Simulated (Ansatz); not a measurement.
CaF2 (Fluorite) in Ansatz: the effect of functional

Crystal: CaF2 (Fluorite).

```
Ca F
1.0
     0.00000    2.76694    2.76694
     2.76694    0.00000    2.76694
     2.76694    2.76694    0.00000
Ca F
1 2
Direct
  0.00000 0.00000 0.00000
  0.75000 0.75000 0.75000
  0.25000 0.25000 0.25000
```

The cell isn't the ideal one: volume scaled by 1.04.

Alike in all runs:

```yaml
Program: Ansatz 0.2.0
Task: single point
Potentials_or_basis: Ansatz PAW
k_mesh: 8 × 8 × 8
Occupations: fermi-dirac, width 0.05 eV
Spin: no spin polarisation
```

Q: One run gave: gap on the mesh 7.73 eV; pressure -4.1 GPa. Which functional did it use?
A. r2SCAN
B. LDA
C. PBEsol

A: A.

```csv
functional,cutoff,gap on the mesh (eV),pressure (GPa)
LDA,420 eV (not typed: the program's choice for these potentials),6.70,-9.0
PBEsol,420 eV (not typed: the program's choice for these potentials),6.89,-4.7
r2SCAN,500 eV (not typed: the program's choice for these potentials),7.73,-4.1
```

Caveats: the PAW data sets come from PBE, with cores solved anew for the run's functional, which leaves a small shift of forces and pressure.

A k mesh can miss the band edges.
